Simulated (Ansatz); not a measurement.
# Compressing SiO$_{2}$: a fit and a missing row

SiO$_{2}$, Fddd, a = 4.714 Å, b = 9.434 Å, c = 14.731 Å. This isn't the usual stable structure of the compound. Ansatz: r2SCAN, PAW, 500 eV, Γ-centred 6×6×6 mesh on 12 atoms, Gaussian smearing 0.02 eV; no spin polarisation. Shape and atoms are relaxed at each volume; pressure is positive in compression.

| V (Å³/atom) | P (GPa) |
| --- | --- |
| 12.011 | ? |
| 12.421 | 13.60 |
| 12.830 | 8.59 |
| 13.239 | 4.08 |
| 13.649 | 0.00 |
| 14.058 | -3.67 |
| 14.468 | -6.98 |
| 15.014 | -10.88 |

**Question.** Take V0 = 13.649 Å³/atom, fit the third-order Birch–Murnaghan form to the other rows, and predict the missing pressure.

**Answer.** With the Eulerian strain f = ½[(V0/V)^(2/3) − 1] and y = P/[3f(1 + 2f)^(5/2)], the form is the line y = B0 + 1.5 B0 (B0′ − 4) f. Rows (f, y): 0.03243, 119.5; 0.02106, 122.6; 0.01027, 125.9; -0.00975, 131.8; -0.01905, 134.6; -0.03078, 138.1. Means f = 0.0006967, y = 128.75; Σ(Δf)² = 0.003003, ΣΔfΔy = -0.8877; the slope is their ratio. y = 129.0 − 295.6 f GPa, so B0 = 129.0 GPa and B0′ = 4 + 2 × (-295.6)/(3 × 129.0) = 2.47. At V = 12.011, f = 0.04448, y = 115.85 and P = 19.13 GPa. The run gave 19.14 GPa, so the fit is 0.01 GPa too low, a small miss on the scale of the series.